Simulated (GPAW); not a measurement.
# SnTe (Fm-3m) in GPAW: settings compared

Aim: see how the results for SnTe move with the level of theory and the settings. Levels: PBE, LDA. Tasks: dielectric tensor, band structure.

All numbers are computed with GPAW 26.7.0; they aren't measurements. Logs are shortened: lines on timing, memory, paths and dates and some standing lists are left out, and cuts for length are marked. The log counts tension as positive stress, the text compression.

**The experiment to reproduce.**

A printed reference work, textbook reports, for a bulk crystal of SnTe at 300 K: band gap 0.18 eV (direct).

The results are compared with them further down.

## 1. Starting point

It takes space group Fm-3m (No. 225, cubic). Conventional cell: a = 6.385 Å, b = 6.385 Å, c = 6.385 Å, α = 90.00°, β = 90.00°, γ = 90.00°. Te (site symmetry m-3m) has 6 Sn at 3.19 Å as nearest neighbours. Around Sn (site symmetry m-3m) lie 6 Te at 3.19 Å.

## 2. Dielectric tensor, PBE

The input, run.py:

```python
import numpy as np
from ase import Atoms
from ase.dft.bandgap import bandgap
from ase.io import write
from gpaw import GPAW, PW
from gpaw.response.df import DielectricFunction

atoms = Atoms(['Te', 'Sn'],
              cell=[[0.0, 3.1923133075, 3.1923133075],
                    [3.1923133075, 0.0, 3.1923133075],
                    [3.1923133075, 3.1923133075, 0.0]],
              scaled_positions=[[0.5, 0.5, 0.5],
                                [0.0, 0.0, 0.0]],
              pbc=True)

calc = GPAW(mode=PW(450),
            xc='PBE',
            kpts={'size': (6, 6, 6), 'gamma': True},
            occupations={'name': 'fermi-dirac', 'width': 0.001},
            nbands=19,
            convergence={'density': 1e-06},
            maxiter=150,
            txt='gpaw.txt')
atoms.calc = calc
energy = atoms.get_potential_energy()
calc.write('gs.gpw')
write('result.traj', atoms)
print(f'Energy: {energy:.6f} eV')
print('Fermi level:', round(calc.get_fermi_level(), 4), 'eV')
print(f'Gap: {bandgap(calc)[0]:.4f} eV, direct: {bandgap(calc, direct=True)[0]:.4f} eV')

for size in [(18, 18, 18)]:
    name = 'x'.join(str(n) for n in size)
    dense = calc.fixed_density(kpts={'size': size, 'gamma': True},
                               nbands=36, convergence={'bands': 30, 'eigenstates': 1e-7},
                               update_fermi_level=True, txt=f'dense-{name}.txt')
    dense.write(f'{name}.gpw', mode='all')
    df = DielectricFunction(f'{name}.gpw', frequencies=np.array([0.0]), hilbert=False, eta=0.001,
                            ecut=80, nbands=30, intraband=False, txt=f'df-{name}.txt')
    for xc in ['RPA']:
        for direction in ['x', 'y', 'z', [0, 1, 1], [1, 0, 1], [1, 1, 0]]:
            e0, e = df.get_macroscopic_dielectric_constant(xc=xc, direction=direction)
            print(f'{name} {xc} {direction}: {e0:.4f} without, {e:.4f} with local fields')
```

Potentials or basis: GPAW PAW data sets (gpaw-data 1.2.1), pw.

Run with:

```bash
$ OMP_NUM_THREADS=1 python run.py
```

gpaw.txt:

```text
__  _  _
 | _ |_)|_||  |
 |__||  | ||/\| - 26.7.0

Input parameters:
  mode=PW(ecut=450.00000000000006),
  convergence={'density': 1e-06},
  kpts=MonkhorstPack(size=(6, 6, 6), gamma=True),
  maxiter=150,
  nbands=19,
  occupations=Occupations(name='fermi-dirac', width=0.001),
  xc=XC(name='PBE')

Diagonalizing LCAO Hamiltonian
Converting LCAO to pw mode

                 Te

       Sn

Atoms  # Å, Bohr magnetons
|   | symbol |        x |        y |        z |    initial magnetic moments |
|---|--------|----------|----------|----------|-----------------------------|
| 0 |     Te | 3.192313 | 3.192313 | 3.192313 | ( 0.0000,  0.0000,  0.0000) |
| 1 |     Sn | 0.000000 | 0.000000 | 0.000000 | ( 0.0000,  0.0000,  0.0000) |

Unit cell  # Å
| periodic |        x |        y |        z |  lengths |    angles |
|----------|----------|----------|----------|----------|-----------|
|      yes | 0.000000 | 3.192313 | 3.192313 | 4.514613 | 60.000000 |
|      yes | 3.192313 | 0.000000 | 3.192313 | 4.514613 | 60.000000 |
|      yes | 3.192313 | 3.192313 | 0.000000 | 4.514613 | 60.000000 |

Number of symmetries: 48
Symmetry operations  # r_c * U_cc + t_c -> r_c
|    | kind |            matrix            |
|----|------|------------------------------|
|  0 |  σ   |  1, 0, 0,  1, 0,-1,  1,-1, 0 |
|  1 |  C2  |  1, 0, 0,  1,-1, 0,  1, 0,-1 |
|  2 |  E   |  1, 0, 0,  0, 1, 0,  0, 0, 1 |
|  3 |  σ   |  1, 0, 0,  0, 0, 1,  0, 1, 0 |
|  4 |  C4  |  1, 0,-1,  1, 0, 0,  1,-1, 0 |
|  5 |  S6  |  1, 0,-1,  1,-1, 0,  1, 0, 0 |
|  6 |  σ   |  1, 0,-1,  0, 1,-1,  0, 0,-1 |
|  7 |  C3  |  1, 0,-1,  0, 0,-1,  0, 1,-1 |
|  8 |  S6  |  1,-1, 0,  1, 0, 0,  1, 0,-1 |
|  9 |  C4  |  1,-1, 0,  1, 0,-1,  1, 0, 0 |
| 10 |  C3  |  1,-1, 0,  0,-1, 1,  0,-1, 0 |
| 11 |  σ   |  1,-1, 0,  0,-1, 0,  0,-1, 1 |
| 12 |  σ   |  0, 1, 0,  1, 0, 0,  0, 0, 1 |
| 13 |  C4  |  0, 1, 0,  0, 1,-1, -1, 1, 0 |
| 14 |  C3  |  0, 1, 0,  0, 0, 1,  1, 0, 0 |
| 15 |  S6  |  0, 1, 0, -1, 1, 0,  0, 1,-1 |
| 16 |  C2  |  0, 1,-1,  1, 0,-1,  0, 0,-1 |
| 17 |  σ   |  0, 1,-1,  0, 1, 0, -1, 1, 0 |
| 18 |  S4  |  0, 1,-1,  0, 0,-1,  1, 0,-1 |
| 19 |  C4  |  0, 1,-1, -1, 1, 0,  0, 1, 0 |
| 20 |  C3  |  0, 0, 1,  1, 0, 0,  0, 1, 0 |
| 21 |  σ   |  0, 0, 1,  0, 1, 0,  1, 0, 0 |
| 22 |  S6  |  0, 0, 1,  0,-1, 1, -1, 0, 1 |
| 23 |  C4  |  0, 0, 1, -1, 0, 1,  0,-1, 1 |
| 24 |  S4  |  0, 0,-1,  1, 0,-1,  0, 1,-1 |
| 25 |  C3  |  0, 0,-1,  0, 1,-1,  1, 0,-1 |
| 26 |  C2  |  0, 0,-1,  0,-1, 0, -1, 0, 0 |
| 27 |  S6  |  0, 0,-1, -1, 0, 0,  0,-1, 0 |
| 28 |  S4  |  0,-1, 1,  1,-1, 0,  0,-1, 0 |
| 29 |  C4  |  0,-1, 1,  0, 0, 1, -1, 0, 1 |
| 30 |  C2  |  0,-1, 1,  0,-1, 0,  1,-1, 0 |
| 31 |  σ   |  0,-1, 1, -1, 0, 1,  0, 0, 1 |
| 32 |  C3  |  0,-1, 0,  1,-1, 0,  0,-1, 1 |
| 33 |  S6  |  0,-1, 0,  0, 0,-1, -1, 0, 0 |
| 34 |  S4  |  0,-1, 0,  0,-1, 1,  1,-1, 0 |
| 35 |  C2  |  0,-1, 0, -1, 0, 0,  0, 0,-1 |
| 36 |  C2  | -1, 1, 0,  0, 1, 0,  0, 1,-1 |
| 37 |  S6  | -1, 1, 0,  0, 1,-1,  0, 1, 0 |
| 38 |  S4  | -1, 1, 0, -1, 0, 1, -1, 0, 0 |
| 39 |  C3  | -1, 1, 0, -1, 0, 0, -1, 0, 1 |
| 40 |  S6  | -1, 0, 1,  0, 0, 1,  0,-1, 1 |
| 41 |  C2  | -1, 0, 1,  0,-1, 1,  0, 0, 1 |
| 42 |  C3  | -1, 0, 1, -1, 1, 0, -1, 0, 0 |
| 43 |  S4  | -1, 0, 1, -1, 0, 0, -1, 1, 0 |
| 44 |  C2  | -1, 0, 0,  0, 0,-1,  0,-1, 0 |
| 45 |  i   | -1, 0, 0,  0,-1, 0,  0, 0,-1 |
| 46 |  σ   | -1, 0, 0, -1, 1, 0, -1, 0, 1 |
| 47 |  C2  | -1, 0, 0, -1, 0, 1, -1, 1, 0 |

BZ-sampling:
  Number of BZ points: 216
  Number of IBZ points: 16

  Monkhorst-Pack size: [6, 6, 6]
  Monkhorst-Pack shift: [0.08333333333333333, 0.08333333333333333, 0.08333333333333333]

K-points  # in reciprocal-cell coordinates
|     |                                coordinates |     weight |
|-----|--------------------------------------------|------------|
|   0 | (  0.00000000,   0.00000000,   0.00000000) | 0.00462963 |
|   1 | (  0.16666667,   0.16666667,   0.00000000) | 0.02777778 |
|   2 | (  0.16666667,   0.16666667,   0.16666667) | 0.03703704 |
|   3 | (  0.33333333,   0.16666667,   0.16666667) | 0.05555556 |
|   4 | (  0.33333333,   0.33333333,  -0.33333333) | 0.05555556 |
|   5 | (  0.33333333,   0.33333333,   0.00000000) | 0.02777778 |
|   6 | (  0.33333333,   0.33333333,   0.16666667) | 0.11111111 |
|   7 | (  0.33333333,   0.33333333,   0.33333333) | 0.03703704 |
|   8 | (  0.50000000,   0.33333333,  -0.33333333) | 0.11111111 |
|   9 | (  0.50000000,   0.33333333,  -0.16666667) | 0.05555556 |
| ... |                                            |            |
|  15 | (  0.50000000,   0.50000000,   0.50000000) | 0.01851852 |

Plane wave coefficients: 1420
Cutoff: 450.00000000000006 eV

Spin-components: 1 (collinear spins)
Bands:           19
Projectors:      11
Spin-degeneracy: 2
Datatype:        complex128

Parallelization:
  kpt:    1
  domain: 1
  band:   1

Density:
  Valence electrons: 20.0
  Components: 1
  Grid points: [24 24 24]
  Charge: 0.0  # |e|

Potential:
  Grid points: [24 24 24]

species:
  Te:
    name:    Tellurium
    Z:       52.0
    valence: 6
    core:    46
    charge:  0.0  # [|e|]
    compensation charges:
      type: gauss
      rc: 0.36  # [Å]
      lmax: 2
    cutoffs:
      filter: 2.09  # [Å]
      core: 3.17  # [Å]
    projectors
    | kind |    occ | energy [eV] | rcut [Å] |
    |------|--------|-------------|----------|
    |   5s |  2.000 |     -15.089 |    1.180 |
    |   5p |  4.000 |      -5.955 |    1.196 |
    |    s |        |      12.123 |    1.180 |
    |    p |        |      21.256 |    1.196 |
    |    d |        |       0.000 |    1.238 |

    Using partial waves for Te as LCAO basis

  Sn:
    name:    Tin
    Z:       50.0
    valence: 14
    core:    36
    charge:  0.0  # [|e|]
    compensation charges:
      type: gauss
      rc: 0.38  # [Å]
      lmax: 2
    cutoffs:
      filter: 2.23  # [Å]
      core: 2.35  # [Å]
    projectors
    | kind |    occ | energy [eV] | rcut [Å] |
    |------|--------|-------------|----------|
    |   5s |  2.000 |     -10.538 |    1.201 |
    |   5p |  2.000 |      -3.696 |    1.270 |
    |   4d | 10.000 |     -25.845 |    1.185 |
    |    s |        |      16.674 |    1.201 |
    |    p |        |      23.515 |    1.270 |
    |    d |        |       1.367 |    1.185 |

    Using partial waves for Sn as LCAO basis

Reference energy: -352801.376741  # eV

eigensolver:
  PPCG
  Converge bands: occupied
  niter=2

density mixing:
  MSR1-Mixer
  Pratt-step length: 0.05
  Maximum mixing coefficient: 0.75
  Old densities: 10
  SVD Regularization: 0.005
  Good broyden scale: 1.0
  Trust region scale: 1.0
  Backstep threshold: 4.0
  History deletion threshold: 6.0
  Fourier metric: weight=20.0, sigma=0.015

occupation numbers:
  Fermi-Dirac:
    width: 0.0010  # eV

poisson solver:
  ecut: 3600.0000000000005  # eV

xc functional:
  name: PBE with 2 nearest neighbor stencil

convergence criteria:
- Maximum integral of absolute [dens]ity change: 1e-06 electrons / valence electron
- Maximum [total energy] change in last 3 cyles: 0.0005 eV / valence electron
- Maximum integral of absolute [eigenst]ate change: 4e-08 eV^2 / valence electron
maximum number of iterations: 150

SCF iterations
|iter     | |      energy | eigst |  dens |
|---------|-|-------------|-------|-------|
|iter:   1| |   -7.832883 | -0.20 |       |
|iter:   2| |   -7.823442 | -2.31 | -1.45 |
|iter:   3| |   -7.783157 | -2.66 | -1.49 |
|iter:   4| |   -7.784688 | -4.21 | -2.09 |
|iter:   5| |   -7.784970c| -4.78 | -2.56 |
|iter:   6| |   -7.784976c| -6.18 | -3.32 |
|iter:   7| |   -7.784976c| -7.44c| -4.14 |
|iter:   8| |   -7.784976c| -7.61c| -4.68 |
|iter:   9| |   -7.784976c| -8.16c| -5.75 |
|iter:  10| |   -7.784976c| -8.77c| -6.32c|

Converged in 10 steps
Energy contributions relative to reference atoms: (reference = -352801.376741)

Energy contributions:
  Kinetic:          12.492678
  Coulomb:         -13.122022
  Zero:              0.192123
  External:          0.000000
  Xc:               -7.347753
  Entropy:          -0.000004
  Spinorbit:         0.000000
  ----------------------------
  Free energy:      -7.784978
  Extrapolated:     -7.784976

dipole moment: (-21.660287, -21.660287, -21.660287)  # |e|*Ang

Fermi level: 6.029
Eigenvalues  # (at kpt = [0.000, 0.000, 0.000])
| band index |      eig [eV] | occ [0-2] |
|------------|---------------|-----------|
|          0 |       -15.875 |     2.000 |
|        ... |               |           |
|          2 |       -15.869 |     2.000 |
|          3 |       -15.869 |     2.000 |
|          4 |       -15.869 |     2.000 |
|          5 |        -6.502 |     2.000 |
|          6 |         1.190 |     2.000 |
|          7 |         3.955 |     2.000 |
[... 9 lines left out ...]
|         17 |        12.890 |     0.000 |
|         18 |        12.938 |     0.000 |

Gap: 0.009 eV
Transition (v -> c):
  (s=0, k=15, n=9, [0.50, 0.50, 0.50]) -> (s=0, k=15, n=10, [0.50, 0.50, 0.50])
No difference between direct/indirect transitions
# Writing to gs.gpw (mode='')
```

Run time: 4.7 min. Hardware: 1 thread of Arm Neoverse V1, shared host; peak memory 0.52 GiB.

Results:

```yaml
Free_energy: -7.7850 eV
Band_gap_on_the_k_mesh: 0.01 eV, direct
Electronic_dielectric_tensor_diagonal: 23469.91
```

Electronic dielectric tensor:
```
23469.91     0.00     0.00
    0.00 23469.91     0.00
    0.00     0.00 23469.91
```

Caveat: the gap is small at this level, which inflates the dielectric constant; the long-wavelength limit can be off by a per cent or two; spin-orbit coupling is left out, which moves the levels of the heavy elements.

## 3. Dielectric tensor, PBE

This run uses another cell than the first one, of 33.16 Å³/atom, 1.019 times its volume.

run.py: that of step 2 with these lines changed.

```diff
@@ -8,5 +8,5 @@
 atoms = Atoms(['Te', 'Sn'],
-              cell=[[0.0, 3.1923133075, 3.1923133075],
-                    [3.1923133075, 0.0, 3.1923133075],
-                    [3.1923133075, 3.1923133075, 0.0]],
+              cell=[[0.0, 3.2126470615, 3.2126470615],
+                    [3.2126470615, 0.0, 3.2126470615],
+                    [3.2126470615, 3.2126470615, 0.0]],
               scaled_positions=[[0.5, 0.5, 0.5],
```

Potentials or basis: GPAW PAW data sets (gpaw-data 1.2.1), pw.

Run with:

```bash
$ OMP_NUM_THREADS=1 python run.py
```

gpaw.txt:

```text
__  _  _
 | _ |_)|_||  |
 |__||  | ||/\| - 26.7.0

Input parameters:
  mode=PW(ecut=450.00000000000006),
  convergence={'density': 1e-06},
  kpts=MonkhorstPack(size=(6, 6, 6), gamma=True),
  maxiter=150,
  nbands=19,
  occupations=Occupations(name='fermi-dirac', width=0.001),
  xc=XC(name='PBE')

Diagonalizing LCAO Hamiltonian
Converting LCAO to pw mode

                 Te

       Sn

Atoms  # Å, Bohr magnetons
|   | symbol |        x |        y |        z |    initial magnetic moments |
|---|--------|----------|----------|----------|-----------------------------|
| 0 |     Te | 3.212647 | 3.212647 | 3.212647 | ( 0.0000,  0.0000,  0.0000) |
| 1 |     Sn | 0.000000 | 0.000000 | 0.000000 | ( 0.0000,  0.0000,  0.0000) |

Unit cell  # Å
| periodic |        x |        y |        z |  lengths |    angles |
|----------|----------|----------|----------|----------|-----------|
[... 192 lines left out ...]
|iter:   2| |   -7.828278 | -2.31 | -1.43 |
|iter:   3| |   -7.782969 | -2.63 | -1.47 |
|iter:   4| |   -7.784624 | -4.22 | -2.07 |
|iter:   5| |   -7.784939c| -4.75 | -2.54 |
|iter:   6| |   -7.784946c| -6.12 | -3.31 |
|iter:   7| |   -7.784946c| -7.37 | -4.14 |
|iter:   8| |   -7.784946c| -7.62c| -4.69 |
|iter:   9| |   -7.784946c| -8.18c| -5.83 |
|iter:  10| |   -7.784946c| -8.79c| -6.39c|

Converged in 10 steps
Energy contributions relative to reference atoms: (reference = -352801.376741)

Energy contributions:
  Kinetic:          11.098847
  Coulomb:         -12.010103
  Zero:              0.194139
  External:          0.000000
  Xc:               -7.067829
  Entropy:          -0.000000
  Spinorbit:         0.000000
  ----------------------------
  Free energy:      -7.784946
  Extrapolated:     -7.784946

dipole moment: (-21.796653, -21.796653, -21.796653)  # |e|*Ang

Fermi level: 5.784
Eigenvalues  # (at kpt = [0.000, 0.000, 0.000])
| band index |      eig [eV] | occ [0-2] |
|------------|---------------|-----------|
|          0 |       -16.091 |     2.000 |
|        ... |               |           |
|          2 |       -16.086 |     2.000 |
|          3 |       -16.086 |     2.000 |
|          4 |       -16.086 |     2.000 |
|          5 |        -6.588 |     2.000 |
|          6 |         0.901 |     2.000 |
|          7 |         3.787 |     2.000 |
[... 9 lines left out ...]
|         17 |        12.659 |     0.000 |
|         18 |        12.766 |     0.000 |

Gap: 0.062 eV
Transition (v -> c):
  (s=0, k=15, n=9, [0.50, 0.50, 0.50]) -> (s=0, k=15, n=10, [0.50, 0.50, 0.50])
No difference between direct/indirect transitions
# Writing to gs.gpw (mode='')
```

stdout:

```text
Energy: -7.784946 eV
Fermi level: 5.7837 eV
Gap: 0.0622 eV, direct: 0.0622 eV
18x18x18 RPA x: 130.5037 without, 125.6085 with local fields
18x18x18 RPA y: 130.5037 without, 125.6085 with local fields
18x18x18 RPA z: 130.5037 without, 125.6085 with local fields
18x18x18 RPA [0, 1, 1]: 130.5037 without, 125.6085 with local fields
18x18x18 RPA [1, 0, 1]: 130.5037 without, 125.6085 with local fields
18x18x18 RPA [1, 1, 0]: 130.5037 without, 125.6085 with local fields
```

It took 4.7 min on 1 thread of Arm Neoverse V1, shared host; peak memory 0.52 GiB.

What came out:

* Free energy: -7.7849 eV
* Band gap on the k mesh: 0.06 eV, direct
* Electronic dielectric tensor (diagonal): 125.61

Electronic dielectric tensor:
```
125.61   0.00   0.00
  0.00 125.61   0.00
  0.00   0.00 125.61
```

Caveat: the gap is small at this level, which inflates the dielectric constant; the long-wavelength limit can be off by a per cent or two; spin-orbit coupling is left out, which moves the levels of the heavy elements.

(Continued in part 2 of 2.)
